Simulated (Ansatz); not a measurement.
# MgSe: relaxed-ion elastic tensor

Level of theory: DFT PBE, scalar-relativistic, plane waves, PAW in Ansatz. Settings: 420 eV plane-wave cutoff, Γ-centred 8×8×8 mesh, fixed occupations. No spin polarisation.

Equilibrium structure at this level:
```
Mg Se
1.0
     0.00000    2.75416    2.75416
     2.75416    0.00000    2.75416
     2.75416    2.75416    0.00000
Mg Se
1 1
Direct
  0.00000 0.00000 0.00000
  0.50000 0.50000 0.50000
```

The cell has the rock salt type, in a space group that the Crystallography Open Database lists for this formula; it was reached from a generator's guess.

Question: Give the relaxed-ion elastic constants (GPa, Voigt order xx yy zz yz xz xy, on the Cartesian axes of the cell above).

Answer:
```
114.0  34.0  34.0   0.0   0.0   0.0
 34.0 114.0  34.0   0.0   0.0   0.0
 34.0  34.0 114.0   0.0   0.0   0.0
  0.0   0.0   0.0  42.4   0.0   0.0
  0.0   0.0   0.0   0.0  42.4   0.0
  0.0   0.0   0.0   0.0   0.0  42.4
```

Question: Is the crystal stable against homogeneous strain?

Answer: Yes: the least eigenvalue of the tensor is 42.4 GPa.

Question: And the moduli of a polycrystal (Hill averages)?

Answer: B = 61 GPa, G = 41 GPa, E = 101 GPa, ν = 0.22.
